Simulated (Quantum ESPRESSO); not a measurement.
**Pb under changes of volume**

One of the cells (30.323 Å³/atom); the others are scaled copies at fixed shape and fractional positions:

```
Pb
1.0
     0.00000    2.47502    2.47502
     2.47502    0.00000    2.47502
     2.47502    2.47502    0.00000
Pb
1
Direct
  0.00000 0.00000 0.00000
```

| Item | Value |
| --- | --- |
| Program | Quantum ESPRESSO 7.5 |
| Functional | r2SCAN |
| Potentials or basis | SG15 PBE 1.2 |
| Cutoff | 762 eV |
| Density cutoff | 3048 eV |
| k mesh | 7 × 7 × 7 |
| Occupations | fermi-dirac, width 0.05 eV |
| Spin | no spin polarisation |

```csv
volume (Å³/atom),energy over the lowest point (meV/atom),pressure (GPa)
28.503,?,?
29.110,8.96,2.3
29.716,2.43,1.1
30.323,0.00,0.1
30.929,1.26,-0.8
31.535,5.84,-1.6
32.142,13.40,-2.4
```

Task: What does the run at 28.503 Å³/atom give?

Result: Energy over the lowest point 20.02 meV/atom; pressure 3.5 GPa.

Worked out: A Birch-Murnaghan fit of order 3 (a polynomial in V^(-2/3)) to the other rows has its minimum at 30.41 Å³/atom with B0 = V·E''(V) = 48 GPa and B' = 4.4. It gives 20.09 meV/atom at 28.503 Å³/atom, against the run's 20.02, and -dE/dV = 3.6 GPa, against 3.5.

Energies are extrapolated to zero smearing.

Caveats: the potentials were made for another functional, which shifts forces and pressure.
